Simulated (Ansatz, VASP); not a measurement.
# Two plane-wave programs on InPd

The input INCAR:

```
SYSTEM = InPd
PREC     = Accurate       ! precision mode
ENCUT    = 520            ! plane-wave cutoff, eV
EDIFF    = 1E-7           ! SCF threshold, eV
ISMEAR   = -1             ! smearing method
SIGMA    = 0.05           ! smearing width, eV
LREAL    = .False.        ! projectors in reciprocal space
LASPH    = .True.         ! aspherical terms in the spheres
NELM     = 100            ! most SCF steps
ALGO     = Normal         ! electronic algorithm
ISIF     = 2              ! what is computed and relaxed
LWAVE    = .False.        ! write WAVECAR
LCHARG   = .True.         ! write CHGCAR
GGA      = PE             ! functional
LELF     = .True.         ! ELF
LVHAR    = .True.       
NBANDS   = 18             ! bands
```

KPOINTS

```
Automatic mesh
0
Gamma
  8 8 8
  0 0 0
```

File POSCAR:

```
InPd
1.0
    0.0000000000      2.7460700000      2.7460700000
    2.7460700000      0.0000000000      2.7460700000
    2.7460700000      2.7460700000      0.0000000000
In Pd
1 1
Direct
    0.0000000000      0.0000000000      0.0000000000
    0.5000000000      0.5000000000      0.5000000000
```

Contents of input.yaml:

```yaml
crystal:
  lattice:
    - [0.0, 2.74607, 2.74607]
    - [2.74607, 0.0, 2.74607]
    - [2.74607, 2.74607, 0.0]
  atoms:
    - { symbol: In, position: [0.0, 0.0, 0.0] }
    - { symbol: Pd, position: [0.5, 0.5, 0.5] }
hamiltonian:
  xc: pbe
  pseudopotentials: { kind: paw }
kpoints:
  mp_grid: { grid: [8, 8, 8] }
scf:
  occupations: { method: fermi_dirac, width: 0.05 }
output:
  forces: true
  stress: true
  eigenvalues: true
```

The cell was built by a generator and needn't be a form met in nature.

Alike in both runs: task single point; functional PBE; k mesh 8 × 8 × 8; occupations fermi-dirac, width 0.05 eV; no spin polarisation.

|  | VASP | Ansatz |
| --- | --- | --- |
| version | VASP 6.6.1 | Ansatz 0.2.0 |
| potentials or method | VASP PAW PBE potentials, release 64 (In_d, Pd) | Ansatz PAW |
| plane-wave cutoff (eV) | 520 | 420 |
| valence electrons in the cell | 23 | 31 |

```tsv
	VASP	Ansatz	Ansatz less VASP
gap on the k mesh at the Fermi level (eV)	none	none	-
pressure (GPa)	0.2	0.2	-0.04
```

A gap of «none» marks a metal or a gap that the smearing closes. With one functional, cell and mesh, what is left measures potentials, basis and numerics. The two sets of potentials don't hold the same shells in valence.
